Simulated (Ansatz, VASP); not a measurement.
Given: the input of a run of VASP 6.6.1 on GaSb.

The input INCAR:

```
SYSTEM = GaSb
  ALGO = Fast
  EDIFF = 1E-6
  ENCUT = 520
  GGA = RP
  ISIF = 2
  ISMEAR = -1
  LASPH = .TRUE.
  LCHARG = .FALSE.
  LREAL = .FALSE.
  LWAVE = .FALSE.
  NELM = 60
  PREC = Accurate
  SIGMA = 0.05
```

File KPOINTS:

```
k-points
0
G
  8 8 8
  0 0 0
```

Contents of POSCAR:

```
GaSb
1.0
    0.0000000000      3.0590000000      3.0590000000
    3.0590000000      0.0000000000      3.0590000000
    3.0590000000      3.0590000000      0.0000000000
Sb Ga
1 1
Direct
    0.7500000000      0.7500000000      0.7500000000
    0.0000000000      0.0000000000      0.0000000000
```

File KPOINTS_OPT:

```
path GXWKGLUWLK,UX
20
line-mode
reciprocal
 0.0000000000  0.0000000000  0.0000000000  G
 0.5000000000  0.0000000000  0.5000000000  X

 0.5000000000  0.0000000000  0.5000000000  X
 0.5000000000  0.2500000000  0.7500000000  W

 0.5000000000  0.2500000000  0.7500000000  W
 0.3750000000  0.3750000000  0.7500000000  K

 0.3750000000  0.3750000000  0.7500000000  K
 0.0000000000  0.0000000000  0.0000000000  G

 0.0000000000  0.0000000000  0.0000000000  G
 0.5000000000  0.5000000000  0.5000000000  L

 0.5000000000  0.5000000000  0.5000000000  L
 0.6250000000  0.2500000000  0.6250000000  U

 0.6250000000  0.2500000000  0.6250000000  U
 0.5000000000  0.2500000000  0.7500000000  W

 0.5000000000  0.2500000000  0.7500000000  W
 0.5000000000  0.5000000000  0.5000000000  L

 0.5000000000  0.5000000000  0.5000000000  L
 0.3750000000  0.3750000000  0.7500000000  K

 0.6250000000  0.2500000000  0.6250000000  U
 0.5000000000  0.0000000000  0.5000000000  X
```

Potentials or basis: VASP PAW PBE potentials, release 64 (Sb, Ga_d).

Run with:

```bash
$ cat potpaw_PBE.64/Sb/POTCAR potpaw_PBE.64/Ga_d/POTCAR > POTCAR
$ mpirun -np 1 vasp_std > vasp.out
```

Task: Set up the same calculation for Ansatz 0.2.0. Potentials there: Ansatz PAW.

Result: As run (the cutoff follows the program's own potentials):

input.yaml

```yaml
crystal:
  lattice:
    - [0.0, 3.059, 3.059]
    - [3.059, 0.0, 3.059]
    - [3.059, 3.059, 0.0]
  atoms:
    - { symbol: Sb, position: [0.75, 0.75, 0.75] }
    - { symbol: Ga, position: [0.0, 0.0, 0.0] }
hamiltonian:
  xc: rpbe
  pseudopotentials: { kind: paw }
kpoints:
  mp_grid: { grid: [8, 8, 8] }
  band_path:
    path:
      - [[0.0, 0.0, 0.0], [0.5, 0.0, 0.5], [0.5, 0.25, 0.75], [0.375, 0.375, 0.75], [0.0, 0.0, 0.0], [0.5, 0.5, 0.5], [0.625, 0.25, 0.625], [0.5, 0.25, 0.75], [0.5, 0.5, 0.5], [0.375, 0.375, 0.75]]
      - [[0.625, 0.25, 0.625], [0.5, 0.0, 0.5]]
    npoints: 14
scf:
  occupations: { method: fermi_dirac, width: 0.05 }
  n_extra_bands: 6
output:
  forces: true
  stress: true
  eigenvalues: true
  fatbands: true
```

Potentials or basis: Ansatz PAW.

Run with:

```bash
$ ansatz run input.yaml --threads 2 --pin off --max-ram 5632MiB --backend cpu --events-out ev --progress --plain --runs-dir out
```

Both were run:

|  | VASP | Ansatz | Ansatz less VASP |
| --- | --- | --- | --- |
| gap on the k mesh at the Fermi level (eV) | 0.13 | 0.13 | +0.001 |
| least direct gap on the mesh (eV) | 0.13 | 0.13 | +0.001 |
| gap along the band path (eV) | 0.13 | 0.13 | +0.001 |
| pressure (GPa) | 3.9 | 3.9 | -0.04 |

With one functional, cell and mesh, what is left measures potentials, basis and numerics. The two sets of potentials don't hold the same shells in valence.

Caveats: spin-orbit coupling is left out, which moves the levels of the heavy elements; the PAW data sets were made with another functional, which shifts forces and pressure a little (VASP); the PAW data sets come from PBE, with cores solved anew for the run's functional, which leaves a small shift of forces and pressure (Ansatz).
